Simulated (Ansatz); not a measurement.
# Nickel, omega (AlB2-type) under LDA: ground state and equation of state, part 2 of 2

What does LDA give for nickel in the omega (AlB2-type) structure? We relax it, solve it on a dense k-mesh, then scale the cell to 7 volumes from 88 to 112 % of the relaxed one and try a fit of the equation of state. Spin polarisation is left out, though the real metal is magnetic, so this state lies above the ground state. The k-meshes are 9×9×13 for the relaxation; 12×12×18 for the dense run; 11×11×15 for the volumes.

Ansatz 0.2.0; DFT, LDA (PW92), plane waves (420 eV) with PAW, scalar-relativistic.

## Step 3: The energy on a finer k-mesh

File input.yaml:

```yaml
crystal:
  lattice:
    - [3.8876013078, 0.0, 0.0]
    - [-1.9438006539, 3.3667614924, 0.0]
    - [0.0, 0.0, 2.3362586391]
  atoms:
    - { symbol: Ni, position: [1.0, 0.0, 0.0] }
    - { symbol: Ni, position: [0.3333333333, 0.6666666667, 0.5] }
    - { symbol: Ni, position: [0.6666666667, 0.3333333333, 0.5] }
hamiltonian:
  xc: lda
  pseudopotentials:
    kind: paw
    azcp:
      Ni: "pseudopotentials/Ni.paw.azcp"
basis:
  ecutwfc: 420
  fft_grid_basis: typed
kpoints:
  mp_grid: { grid: [12, 12, 18], shift: [0, 0, 0] }
magnetization:
  spin_polarized: false
scf:
  occupations: { method: fermi_dirac, width: 0.1 }
```

The program printed (excerpt; [...] marks lines left out):

```text
Warning: <dir> the record states the generating functional pbe (its physics header spells it `PBE`), which answers neither for hamiltonian.xc's functional nor for the lda family's — results may be inconsistent (PPs are generated against a specific XC)
Warning: RAYON_NUM_THREADS=2 ignored (pool sized by the plan → 2); use --threads N
[...]
Pseudopotentials: kind: paw
Pseudopotential: Ni, paw, valence charge 18, recommended cutoff 420 eV (normal), <dir>
Functional definition: SPW92
[...]
Crystal: 3 atoms, lattice volume = 30.578 Å³
Basis set: ecut = 420 eV, 595 PW (Γ)
Bands: 33, of which v1, the nominal top of the filled ones, is band 27 counted from 1 (26 counted from 0)
Symmetry: 24 space group operations
Space group: P6/mmm (ITA 191), of the structure as read, at distance tolerance 3.1e-5 Å
k-points: 190 of 2592
[...]
SCF iter   1: F=—  HF=-17319.797884 eV  |F-HF|=—  |Δ(HF+E_count)|=         —  Δρ=2.96e-2  dr2=1.18e-1  ethr=1.77e-3  ⟨swp⟩=4.9  Hψ=20320  notcnv=0  defer=43
[...]
SCF iter   7: F=-17319.774137 eV  HF=-17319.774137 eV  |F-HF|=6.95e-10  |Δ(HF+E_count)|=   1.78e-9  Δρ=3.01e-6  dr2=7.05e-10  ethr=6.49e-11  ⟨swp⟩=1.6  Hψ=15474  notcnv=0
[...]
SCF converged after 7 iterations
Free energy (F): -17319.774137 eV
[...]
E sigma→0 (E₀):  -17319.652741 eV
Entropy (-TS):   -0.242792 eV (-80.931 meV/atom)
Fermi energy:    19.122446 eV
[...]
```

Wall time 4.2 s (2 threads of Intel Xeon Platinum 8488C (Sapphire Rapids), shared host); peak memory 0.45 GiB.

## Step 4: Equation of state: 88 %

File input.yaml:

```yaml
crystal:
  lattice:
    - [3.7254260205, 0.0, 0.0]
    - [-1.8627130103, 3.2263135737, 0.0]
    - [0.0, 0.0, 2.2387992069]
  atoms:
    - { symbol: Ni, position: [1.0, 0.0, 0.0] }
    - { symbol: Ni, position: [0.3333333333, 0.6666666667, 0.5] }
    - { symbol: Ni, position: [0.6666666667, 0.3333333333, 0.5] }
hamiltonian:
  xc: lda
  pseudopotentials:
    kind: paw
    azcp:
      Ni: "pseudopotentials/Ni.paw.azcp"
basis:
  ecutwfc: 420
  fft_grid_basis: typed
kpoints:
  mp_grid: { grid: [11, 11, 15], shift: [0, 0, 0] }
magnetization:
  spin_polarized: false
scf:
  occupations: { method: fermi_dirac, width: 0.1 }
  lower_state_search: "off"
output:
  stress: true
  write_density: true
  write_potential: true
  elf: true
  volumetric_format: npy
```

The program printed (excerpt; [...] marks lines left out):

```text
Warning: <dir> the record states the generating functional pbe (its physics header spells it `PBE`), which answers neither for hamiltonian.xc's functional nor for the lda family's — results may be inconsistent (PPs are generated against a specific XC)
Warning: RAYON_NUM_THREADS=2 ignored (pool sized by the plan → 2); use --threads N
[...]
Pseudopotentials: kind: paw
Pseudopotential: Ni, paw, valence charge 18, recommended cutoff 420 eV (normal), <dir>
Functional definition: SPW92
[...]
Crystal: 3 atoms, lattice volume = 26.909 Å³
Basis set: ecut = 420 eV, 511 PW (Γ)
Bands: 33, of which v1, the nominal top of the filled ones, is band 27 counted from 1 (26 counted from 0)
Symmetry: 24 space group operations
Space group: P6/mmm (ITA 191), of the structure as read, at distance tolerance 3.0e-5 Å
k-points: 128 of 1815
[...]
SCF iter   1: F=—  HF=-17319.367012 eV  |F-HF|=—  |Δ(HF+E_count)|=         —  Δρ=3.11e-2  dr2=1.17e-1  ethr=1.77e-3  ⟨swp⟩=5.0  Hψ=13896  notcnv=0  defer=41
[...]
SCF iter   7: F=-17319.344335 eV  HF=-17319.344335 eV  |F-HF|=2.75e-8  |Δ(HF+E_count)|=   8.09e-8  Δρ=1.24e-5  dr2=2.14e-8  ethr=1.85e-10  ⟨swp⟩=7.5  Hψ=29339  notcnv=0
[...]
SCF converged after 7 iterations
Free energy (F): -17319.344335 eV
[...]
E sigma→0 (E₀):  -17319.237571 eV
Entropy (-TS):   -0.213526 eV (-71.175 meV/atom)
Fermi energy:    22.464715 eV
[...]
--- Stress (GPa, compression-positive) ---
       43.154417       0.000000       0.000000
        0.000000      43.154417      -0.000000
        0.000000      -0.000000      41.431434
  P = ⅓ Tr σ = 42.5801 GPa (425.801 kbar)
--- Band table (eV; the first three rows and the last of 128) ---
[...]
```

Run time: 5.2 s. Hardware: 2 threads of Intel Xeon Platinum 8488C (Sapphire Rapids), shared host; peak memory 0.42 GiB.

Density in a lattice plane of the grid's cell (edges 3.73 and 3.73 Å, at 0.500 of the third edge), which holds Ni.

Values in e/Å³, 12 rows by 12 columns:
```
 0.44  0.38  0.35  0.41  0.69  1.16  1.08  0.62  0.40  0.34  0.38  0.44
 0.36  0.35  0.43  1.13  3.97  6.45  3.47  0.94  0.41  0.34  0.36  0.38
 0.34  0.41  1.13  7.26 25.43 24.44  6.60  0.94  0.39  0.34  0.34  0.34
 0.40  0.69  3.97 25.43 51.93 24.82  4.27  0.64  0.41  0.39  0.41  0.40
 0.51  1.16  6.45 24.44 24.82  6.63  1.24  0.51  0.64  0.94  0.94  0.62
 0.59  1.08  3.47  6.60  4.27  1.24  0.66  1.24  4.27  6.60  3.47  1.08
 0.51  0.62  0.94  0.94  0.64  0.51  1.24  6.63 24.82 24.44  6.45  1.16
 0.40  0.40  0.41  0.39  0.41  0.64  4.27 24.82 51.93 25.43  3.97  0.69
 0.34  0.34  0.34  0.34  0.39  0.94  6.60 24.44 25.43  7.26  1.13  0.41
 0.36  0.38  0.36  0.34  0.41  0.94  3.47  6.45  3.97  1.13  0.43  0.35
 0.44  0.44  0.38  0.34  0.40  0.62  1.08  1.16  0.69  0.41  0.35  0.38
 0.49  0.44  0.36  0.34  0.40  0.51  0.59  0.51  0.40  0.34  0.36  0.44
```
Columns run along the first of these edges and rows up along the second, over one cell in 12 and 12 even steps from the bottom left corner. Atoms in the plane (fractional): Ni at (0.33, 0.67), Ni at (0.67, 0.33).

ELF in the same plane.

Ten even steps from ' ' (0.18) to '@' (0.68):
```
  ......::::::....            ....::::::......  
....::::::..        ......      ....::::........
..::::::..      ..::::::..        ..::::::......
::::::..    ..::--====--::..      ..::::::::::::
::::..    ..--++**##**==::..    ..::::::::::::::
::..    ..::++##@@@@##==::..    ..::::........::
....  ..::==##@@@@%%**--..    ......          ..
..    ..::==##%%##**--::..  ....              ..
........::==++++==--::........      ....        
..........::::::::..............::::::::........
..        ....      ........::--==++++==::......
....              ....  ..::--**##%%##==::..    
....          ......    ..--**%%@@@@##==::..  ..
::::........::::..    ..::==##@@@@##++::..    ..
::::::::::::::::..    ..::==**##**++--..    ..::
::::::::::::::..      ..::--====--::..    ..::::
........::::::..        ..::::::..      ..::::::
..........::::....      ......        ..::::::..
    ......::::::....            ....::::::......
    ....::::::::::..............::::::::::....  
```
Columns run along the first of these edges and rows up along the second, over one cell in 24 and 20 even steps from the bottom left corner. Atoms in the plane (fractional): Ni at (0.33, 0.67), Ni at (0.67, 0.33).

Both are smooth fields of the valence electrons: close to the nuclei they are not physical.

## Step 5: Equation of state: 92 %

input.yaml, as its differences from that of step 4:

```diff
@@ -2,5 +2,5 @@
   lattice:
-    - [3.7254260205, 0.0, 0.0]
-    - [-1.8627130103, 3.2263135737, 0.0]
-    - [0.0, 0.0, 2.2387992069]
+    - [3.7810375928, 0.0, 0.0]
+    - [-1.8905187964, 3.274474608, 0.0]
+    - [0.0, 0.0, 2.2722190475]
   atoms:
@@ -27,5 +27 @@
   stress: true
-  write_density: true
-  write_potential: true
-  elf: true
-  volumetric_format: npy
```

The program printed (excerpt; [...] marks lines left out):

```text
Warning: <dir> the record states the generating functional pbe (its physics header spells it `PBE`), which answers neither for hamiltonian.xc's functional nor for the lda family's — results may be inconsistent (PPs are generated against a specific XC)
Warning: RAYON_NUM_THREADS=2 ignored (pool sized by the plan → 2); use --threads N
[...]
Pseudopotentials: kind: paw
Pseudopotential: Ni, paw, valence charge 18, recommended cutoff 420 eV (normal), <dir>
Functional definition: SPW92
[...]
Crystal: 3 atoms, lattice volume = 28.132 Å³
Basis set: ecut = 420 eV, 547 PW (Γ)
Bands: 33, of which v1, the nominal top of the filled ones, is band 27 counted from 1 (26 counted from 0)
Symmetry: 24 space group operations
Space group: P6/mmm (ITA 191), of the structure as read, at distance tolerance 3.0e-5 Å
k-points: 128 of 1815
[...]
SCF iter   1: F=—  HF=-17319.622632 eV  |F-HF|=—  |Δ(HF+E_count)|=         —  Δρ=3.07e-2  dr2=1.17e-1  ethr=1.77e-3  ⟨swp⟩=5.0  Hψ=13791  notcnv=0  defer=39
[...]
SCF iter   7: F=-17319.599435 eV  HF=-17319.599435 eV  |F-HF|=5.34e-9  |Δ(HF+E_count)|=   2.51e-8  Δρ=6.08e-6  dr2=5.13e-9  ethr=1.85e-10  ⟨swp⟩=4.2  Hψ=15392  notcnv=0
[...]
SCF converged after 7 iterations
Free energy (F): -17319.599435 eV
[...]
E sigma→0 (E₀):  -17319.487844 eV
Entropy (-TS):   -0.223182 eV (-74.394 meV/atom)
Fermi energy:    21.252773 eV
[...]
--- Stress (GPa, compression-positive) ---
       25.316552      -0.000000       0.000000
       -0.000000      25.316552       0.000000
        0.000000       0.000000      24.206893
  P = ⅓ Tr σ = 24.9467 GPa (249.467 kbar)
```

Wall time 3.8 s (2 threads of Intel Xeon Platinum 8488C (Sapphire Rapids), shared host); peak memory 0.42 GiB.

## Step 6: Equation of state: 96 %

input.yaml, as its differences from that of step 5:

```diff
@@ -2,5 +2,5 @@
   lattice:
-    - [3.7810375928, 0.0, 0.0]
-    - [-1.8905187964, 3.274474608, 0.0]
-    - [0.0, 0.0, 2.2722190475]
+    - [3.8350597142, 0.0, 0.0]
+    - [-1.9175298571, 3.3212591375, 0.0]
+    - [0.0, 0.0, 2.3046837058]
   atoms:
```

The program printed (excerpt; [...] marks lines left out):

```text
Warning: <dir> the record states the generating functional pbe (its physics header spells it `PBE`), which answers neither for hamiltonian.xc's functional nor for the lda family's — results may be inconsistent (PPs are generated against a specific XC)
Warning: RAYON_NUM_THREADS=2 ignored (pool sized by the plan → 2); use --threads N
[...]
Pseudopotentials: kind: paw
Pseudopotential: Ni, paw, valence charge 18, recommended cutoff 420 eV (normal), <dir>
Functional definition: SPW92
[...]
Crystal: 3 atoms, lattice volume = 29.355 Å³
Basis set: ecut = 420 eV, 583 PW (Γ)
Bands: 33, of which v1, the nominal top of the filled ones, is band 27 counted from 1 (26 counted from 0)
Symmetry: 24 space group operations
Space group: P6/mmm (ITA 191), of the structure as read, at distance tolerance 3.1e-5 Å
k-points: 128 of 1815
[...]
SCF iter   1: F=—  HF=-17319.758227 eV  |F-HF|=—  |Δ(HF+E_count)|=         —  Δρ=3.03e-2  dr2=1.18e-1  ethr=1.77e-3  ⟨swp⟩=4.9  Hψ=13755  notcnv=0  defer=39
[...]
SCF iter   6: F=-17319.734533 eV  HF=-17319.734533 eV  |F-HF|=2.81e-8  |Δ(HF+E_count)|=   7.38e-7  Δρ=2.01e-5  dr2=3.32e-8  ethr=1.85e-10  ⟨swp⟩=5.7  Hψ=18417  notcnv=0
[...]
SCF converged after 6 iterations
Free energy (F): -17319.734533 eV
[...]
E sigma→0 (E₀):  -17319.618184 eV
Entropy (-TS):   -0.232698 eV (-77.566 meV/atom)
Fermi energy:    20.142508 eV
[...]
--- Stress (GPa, compression-positive) ---
       11.202669       0.000000      -0.000000
        0.000000      11.202669      -0.000000
       -0.000000      -0.000000      10.575695
  P = ⅓ Tr σ = 10.9937 GPa (109.937 kbar)
```

It took 2.9 s on 2 threads of Intel Xeon Platinum 8488C (Sapphire Rapids), shared host; peak memory 0.42 GiB.

## Step 7: Equation of state: 100 %

input.yaml, as its differences from that of step 6:

```diff
@@ -2,5 +2,5 @@
   lattice:
-    - [3.8350597142, 0.0, 0.0]
-    - [-1.9175298571, 3.3212591375, 0.0]
-    - [0.0, 0.0, 2.3046837058]
+    - [3.8876013078, 0.0, 0.0]
+    - [-1.9438006539, 3.3667614924, 0.0]
+    - [0.0, 0.0, 2.3362586391]
   atoms:
@@ -27 +27,5 @@
   stress: true
+  write_density: true
+  write_potential: true
+  elf: true
+  volumetric_format: npy
```

The program printed (excerpt; [...] marks lines left out):

```text
Warning: <dir> the record states the generating functional pbe (its physics header spells it `PBE`), which answers neither for hamiltonian.xc's functional nor for the lda family's — results may be inconsistent (PPs are generated against a specific XC)
Warning: RAYON_NUM_THREADS=2 ignored (pool sized by the plan → 2); use --threads N
[...]
Pseudopotentials: kind: paw
Pseudopotential: Ni, paw, valence charge 18, recommended cutoff 420 eV (normal), <dir>
Functional definition: SPW92
[...]
Crystal: 3 atoms, lattice volume = 30.578 Å³
Basis set: ecut = 420 eV, 595 PW (Γ)
Bands: 33, of which v1, the nominal top of the filled ones, is band 27 counted from 1 (26 counted from 0)
Symmetry: 24 space group operations
Space group: P6/mmm (ITA 191), of the structure as read, at distance tolerance 3.1e-5 Å
k-points: 128 of 1815
[...]
SCF iter   1: F=—  HF=-17319.798743 eV  |F-HF|=—  |Δ(HF+E_count)|=         —  Δρ=2.99e-2  dr2=1.20e-1  ethr=1.77e-3  ⟨swp⟩=4.9  Hψ=13666  notcnv=0  defer=34
[...]
SCF iter   7: F=-17319.774625 eV  HF=-17319.774625 eV  |F-HF|=8.26e-10  |Δ(HF+E_count)|=   3.46e-9  Δρ=3.41e-6  dr2=8.62e-10  ethr=6.00e-11  ⟨swp⟩=6.4  Hψ=25655  notcnv=0
[...]
SCF converged after 7 iterations
Free energy (F): -17319.774625 eV
[...]
E sigma→0 (E₀):  -17319.653591 eV
Entropy (-TS):   -0.242069 eV (-80.690 meV/atom)
Fermi energy:    19.121827 eV
[...]
--- Stress (GPa, compression-positive) ---
        0.022580       0.000000       0.000000
        0.000000       0.022580       0.000000
        0.000000       0.000000      -0.216411
  P = ⅓ Tr σ = -0.0571 GPa (-0.571 kbar)
--- Band table (eV; the first three rows and the last of 128) ---
[...]
```

Wall time 5.2 s (2 threads of Intel Xeon Platinum 8488C (Sapphire Rapids), shared host); peak memory 0.43 GiB.

## Step 8: Equation of state: 104 %

input.yaml, as its differences from that of step 7:

```diff
@@ -2,5 +2,5 @@
   lattice:
-    - [3.8876013078, 0.0, 0.0]
-    - [-1.9438006539, 3.3667614924, 0.0]
-    - [0.0, 0.0, 2.3362586391]
+    - [3.9387598233, 0.0, 0.0]
+    - [-1.9693799117, 3.4110660664, 0.0]
+    - [0.0, 0.0, 2.3670024099]
   atoms:
@@ -27,5 +27 @@
   stress: true
-  write_density: true
-  write_potential: true
-  elf: true
-  volumetric_format: npy
```

The program printed (excerpt; [...] marks lines left out):

```text
Warning: <dir> the record states the generating functional pbe (its physics header spells it `PBE`), which answers neither for hamiltonian.xc's functional nor for the lda family's — results may be inconsistent (PPs are generated against a specific XC)
Warning: RAYON_NUM_THREADS=2 ignored (pool sized by the plan → 2); use --threads N
[...]
Pseudopotentials: kind: paw
Pseudopotential: Ni, paw, valence charge 18, recommended cutoff 420 eV (normal), <dir>
Functional definition: SPW92
[...]
Crystal: 3 atoms, lattice volume = 31.802 Å³
Basis set: ecut = 420 eV, 619 PW (Γ)
Bands: 33, of which v1, the nominal top of the filled ones, is band 27 counted from 1 (26 counted from 0)
Symmetry: 24 space group operations
Space group: P6/mmm (ITA 191), of the structure as read, at distance tolerance 3.2e-5 Å
k-points: 128 of 1815
[...]
SCF iter   1: F=—  HF=-17319.763913 eV  |F-HF|=—  |Δ(HF+E_count)|=         —  Δρ=2.95e-2  dr2=1.22e-1  ethr=1.77e-3  ⟨swp⟩=4.8  Hψ=13673  notcnv=0  defer=34
[...]
SCF iter   7: F=-17319.739483 eV  HF=-17319.739483 eV  |F-HF|=1.76e-9  |Δ(HF+E_count)|=   3.74e-9  Δρ=4.84e-6  dr2=1.77e-9  ethr=7.19e-11  ⟨swp⟩=3.0  Hψ=16297  notcnv=0
[...]
SCF converged after 7 iterations
Free energy (F): -17319.739483 eV
[...]
E sigma→0 (E₀):  -17319.613839 eV
Entropy (-TS):   -0.251290 eV (-83.763 meV/atom)
Fermi energy:    18.180627 eV
[...]
--- Stress (GPa, compression-positive) ---
       -8.832159      -0.000000       0.000000
       -0.000000      -8.832159       0.000000
        0.000000       0.000000      -8.753546
  P = ⅓ Tr σ = -8.8060 GPa (-88.060 kbar)
```

Run time: 3 s. Hardware: 2 threads of Intel Xeon Platinum 8488C (Sapphire Rapids), shared host; peak memory 0.42 GiB.

## Step 9: Equation of state: 108 %

input.yaml, as its differences from that of step 8:

```diff
@@ -2,5 +2,5 @@
   lattice:
-    - [3.9387598233, 0.0, 0.0]
-    - [-1.9693799117, 3.4110660664, 0.0]
-    - [0.0, 0.0, 2.3670024099]
+    - [3.988622836, 0.0, 0.0]
+    - [-1.994311418, 3.4542487021, 0.0]
+    - [0.0, 0.0, 2.3969676468]
   atoms:
@@ -27 +27,5 @@
   stress: true
+  write_density: true
+  write_potential: true
+  elf: true
+  volumetric_format: npy
```

The program printed (excerpt; [...] marks lines left out):

```text
Warning: <dir> the record states the generating functional pbe (its physics header spells it `PBE`), which answers neither for hamiltonian.xc's functional nor for the lda family's — results may be inconsistent (PPs are generated against a specific XC)
Warning: RAYON_NUM_THREADS=2 ignored (pool sized by the plan → 2); use --threads N
[...]
Pseudopotentials: kind: paw
Pseudopotential: Ni, paw, valence charge 18, recommended cutoff 420 eV (normal), <dir>
Functional definition: SPW92
[...]
Crystal: 3 atoms, lattice volume = 33.025 Å³
Basis set: ecut = 420 eV, 657 PW (Γ)
Bands: 33, of which v1, the nominal top of the filled ones, is band 27 counted from 1 (26 counted from 0)
Symmetry: 24 space group operations
Space group: P6/mmm (ITA 191), of the structure as read, at distance tolerance 3.2e-5 Å
k-points: 128 of 1815
[...]
SCF iter   1: F=—  HF=-17319.669654 eV  |F-HF|=—  |Δ(HF+E_count)|=         —  Δρ=2.93e-2  dr2=1.27e-1  ethr=1.77e-3  ⟨swp⟩=4.8  Hψ=13661  notcnv=0  defer=30
[...]
SCF iter   7: F=-17319.644807 eV  HF=-17319.644807 eV  |F-HF|=2.32e-9  |Δ(HF+E_count)|=   5.88e-9  Δρ=5.34e-6  dr2=2.16e-9  ethr=1.02e-10  ⟨swp⟩=6.7  Hψ=27975  notcnv=0
[...]
SCF converged after 7 iterations
Free energy (F): -17319.644807 eV
[...]
E sigma→0 (E₀):  -17319.514636 eV
Entropy (-TS):   -0.260341 eV (-86.780 meV/atom)
Fermi energy:    17.310175 eV
[...]
--- Stress (GPa, compression-positive) ---
      -15.832331      -0.000000       0.000000
       -0.000000     -15.832331       0.000000
        0.000000       0.000000     -15.490229
  P = ⅓ Tr σ = -15.7183 GPa (-157.183 kbar)
--- Band table (eV; the first three rows and the last of 128) ---
[...]
```

Wall time 5.2 s (2 threads of Intel Xeon Platinum 8488C (Sapphire Rapids), shared host); peak memory 0.44 GiB.

## Step 10: Equation of state: 112 %

input.yaml, as its differences from that of step 9:

```diff
@@ -2,5 +2,5 @@
   lattice:
-    - [3.988622836, 0.0, 0.0]
-    - [-1.994311418, 3.4542487021, 0.0]
-    - [0.0, 0.0, 2.3969676468]
+    - [4.0372693722, 0.0, 0.0]
+    - [-2.0186346861, 3.4963778383, 0.0]
+    - [0.0, 0.0, 2.4262018407]
   atoms:
```

The program printed (excerpt; [...] marks lines left out):

```text
Warning: <dir> the record states the generating functional pbe (its physics header spells it `PBE`), which answers neither for hamiltonian.xc's functional nor for the lda family's — results may be inconsistent (PPs are generated against a specific XC)
Warning: RAYON_NUM_THREADS=2 ignored (pool sized by the plan → 2); use --threads N
[...]
Pseudopotentials: kind: paw
Pseudopotential: Ni, paw, valence charge 18, recommended cutoff 420 eV (normal), <dir>
Functional definition: SPW92
[...]
Crystal: 3 atoms, lattice volume = 34.248 Å³
Basis set: ecut = 420 eV, 657 PW (Γ)
Bands: 33, of which v1, the nominal top of the filled ones, is band 27 counted from 1 (26 counted from 0)
Symmetry: 24 space group operations
Space group: P6/mmm (ITA 191), of the structure as read, at distance tolerance 3.2e-5 Å
k-points: 128 of 1815
[...]
SCF iter   1: F=—  HF=-17319.528674 eV  |F-HF|=—  |Δ(HF+E_count)|=         —  Δρ=2.93e-2  dr2=1.35e-1  ethr=1.77e-3  ⟨swp⟩=4.8  Hψ=13677  notcnv=0  defer=30
[...]
SCF iter   7: F=-17319.503185 eV  HF=-17319.503185 eV  |F-HF|=2.71e-9  |Δ(HF+E_count)|=   1.41e-8  Δρ=5.79e-6  dr2=2.71e-9  ethr=1.85e-10  ⟨swp⟩=10.0  Hψ=29793  notcnv=0
[...]
SCF converged after 7 iterations
Free energy (F): -17319.503185 eV
[...]
E sigma→0 (E₀):  -17319.368585 eV
Entropy (-TS):   -0.269199 eV (-89.733 meV/atom)
Fermi energy:    16.502982 eV
[...]
--- Stress (GPa, compression-positive) ---
      -21.348548       0.000000       0.000000
        0.000000     -21.348548      -0.000000
        0.000000      -0.000000     -20.784010
  P = ⅓ Tr σ = -21.1604 GPa (-211.604 kbar)
--- Band table (eV; the first three rows and the last of 128) ---
[...]
```

Run time: 4.6 s. Hardware: 2 threads of Intel Xeon Platinum 8488C (Sapphire Rapids), shared host; peak memory 0.44 GiB.

## Step 11: The equation of state

All volumes keep the relaxed shape and fractional coordinates.

| V (Å³/atom) | E − E₀ (meV/atom) | P from the stress (GPa) | P from the fit (GPa) |
| --- | --- | --- | --- |
| 8.970 | 138.7 | 42.58 | 41.99 |
| 9.377 | 55.3 | 24.95 | 24.31 |
| 9.785 | 11.8 | 10.99 | 10.36 |
| 10.193 | 0.0 | -0.06 | -0.66 |
| 10.601 | 13.3 | -8.81 | -9.39 |
| 11.008 | 46.4 | -15.72 | -16.31 |
| 11.416 | 95.0 | -21.16 | -21.77 |

Fit (Birch-Murnaghan, third order): V₀ = 10.165 Å³/atom, B₀ = 248 GPa, B₀′ = 4.8, largest residual 0.02 meV/atom.

Fit and stress differ a little: one follows E(σ → 0), the other the smeared free energy.

## Step 12: Outcome

This closing draws on all 2 parts.

| quantity | value |
| --- | --- |
| space group (spins left aside) | P6/mmm (No. 191) |
| conventional cell | a = 3.888 Å, c = 2.336 Å (c/a = 0.601) |
| volume | 10.193 Å³/atom |
| shortest distance | 2.245 Å |
| gap on the mesh | none (levels filled in part) |
| relative to fcc, ferromagnetic | +161 meV/atom |
| V₀, B₀, B₀′ | 10.165 Å³/atom, 248 GPa, 4.8 |

**Reading.** The relaxation shrank the cell by 6.8 % in volume. Against the reference form of nickel (fcc, ferromagnetic, computed apart with the same settings) it stands 161 meV/atom higher; part of this is magnetic energy, as this run has no moments. Levels at the Fermi energy are filled in part, as in a metal. The fitted modulus is 248 GPa; letting shape and positions relax at each volume could only lower it. The symmetry was held, so the structure may be unstable against distortions that break it.
